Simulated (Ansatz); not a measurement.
# LiF: Li vacancy

Method: Ansatz 0.2.0, DFT PBE, scalar-relativistic, plane waves, PAW. (420 eV cutoff, 2×2×2 k-mesh, shifted by half a step, Gaussian smearing of 0.01 eV, collinear spin)

Host crystal, relaxed:

```yaml
crystal:
  lattice:
    - [0.00000, 2.03409, 2.03409]
    - [2.03409, 0.00000, 2.03409]
    - [2.03409, 2.03409, 0.00000]
  atoms:
    - { symbol: Li, position: [0.00000, 0.00000, 0.00000] }
    - { symbol: F, position: [0.50000, 0.50000, 0.50000] }
```

Supercell of 40 atoms, rows in host cell vectors: 1 2 -3; -3 0 1; 0 1 2. Atoms relax at the host's cell, keeping the symmetry that the supercell leaves at the site. The cell is small, so energies carry finite-size errors of tenths of an eV. The host's Kohn–Sham gap is 8.83 eV.

Starting moments were lost in some runs.

Defect: Li vacancy at (0.000, 0.000, 0.000) of the host cell, charge 0.

Question: Give the relaxed supercell.

Answer:
```
CELL_PARAMETERS angstrom
-2.03409 -4.06818 6.10227
2.03409 -4.06818 -6.10227
6.10227 4.06818 2.03409
ATOMIC_POSITIONS crystal
Li 0.40587 0.80174 0.19353
Li 0.25733 0.75182 0.50915
Li 0.98766 0.99413 0.99587
Li 0.84267 0.94818 0.29085
Li 0.69413 0.89826 0.60647
Li 0.64818 0.55733 0.70551
Li 0.50174 0.50821 0.99587
Li 0.34786 0.44554 0.29340
Li 0.20821 0.41234 0.60647
Li 0.11234 0.70587 0.80413
Li 0.95446 0.64786 0.10232
Li 0.80000 0.60000 0.40000
Li 0.14554 0.05214 0.69768
Li 0.59826 0.19179 0.80413
Li 0.45182 0.14267 0.09449
Li 0.30000 0.10000 0.40000
Li 0.05000 0.35000 0.90000
Li 0.89179 0.28766 0.19353
Li 0.75214 0.25446 0.50660
F 0.44427 0.63841 0.58268
F 0.28763 0.58763 0.90000
F 0.15041 0.55043 0.20085
F 0.89632 0.79967 0.69961
F 0.76159 0.74427 0.00586
F 0.60033 0.69993 0.29665
F 0.55000 0.35000 0.40000
F 0.39993 0.30328 0.69961
F 0.25043 0.24959 0.00002
F 0.09672 0.19632 0.29665
F 0.00328 0.50368 0.50335
F 0.84957 0.45041 0.79998
F 0.70007 0.39672 0.10039
F 0.05000 0.85000 0.40000
F 0.49967 0.00007 0.50335
F 0.33841 0.95573 0.79414
F 0.20368 0.90033 0.10039
F 0.94959 0.14957 0.59915
F 0.81237 0.11237 0.90000
F 0.65573 0.06159 0.21732
```
Around the defect: 2 F at 2.13 Å, 4 F at 2.15 Å. The run ended with a moment of 1.00 μB, which may not be the ground spin state.